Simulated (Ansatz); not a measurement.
CoO in Ansatz: the effect of functional

CoO:

```
Co O
1.0
     1.49537    0.86335    2.42355
    -1.49537    0.86335    2.42355
     0.00000   -1.72670    2.42355
Co O
1 1
Direct
  0.00000 0.00000 0.00000
  0.50000 0.50000 0.50000
```

The cell is a database's computed one.

The cell isn't the ideal one: volume scaled by 0.98.

Alike in all runs:

```yaml
Program: Ansatz 0.2.0
Task: single point
Potentials_or_basis: Ansatz PAW
k_mesh: 11 × 11 × 11
Occupations: fermi-dirac, width 0.05 eV
Spin: collinear spin, ferromagnetic start
Starting_moments: "[2.0, 0.0] μB"
```

```tsv
functional	cutoff	gap on the mesh (eV)	pressure (GPa)	moment (μB)
LDA	420 eV (not typed: the program's choice for these potentials)	none	-15.1	2.80
PBEsol	420 eV (not typed: the program's choice for these potentials)	none	-5.9	2.89
r2SCAN	500 eV (not typed: the program's choice for these potentials)	?	?	?
```

**Question.** What does the run with functional r2SCAN give?

**Answer.** gap on the mesh 0.33 eV; pressure 4.6 GPa; moment 3.00 μB.

Caveats: a cell with one magnetic atom can't hold antiferromagnetic order, which such compounds often take; the PAW data sets come from PBE, with cores solved anew for the run's functional, which leaves a small shift of forces and pressure; semilocal functionals often make such compounds metallic where correlation or magnetic order opens a gap, which also shifts bond lengths (some runs); the magnetic or orbital state may not be the lowest (some runs); odd divisions of the mesh miss points on the zone boundary, where band edges often lie, so the gap on the mesh can be too wide (some runs).

A k mesh can miss the band edges.

A gap of «none» marks a metal or a gap under the smearing width.

Runs at the PBE level aren't shown here.
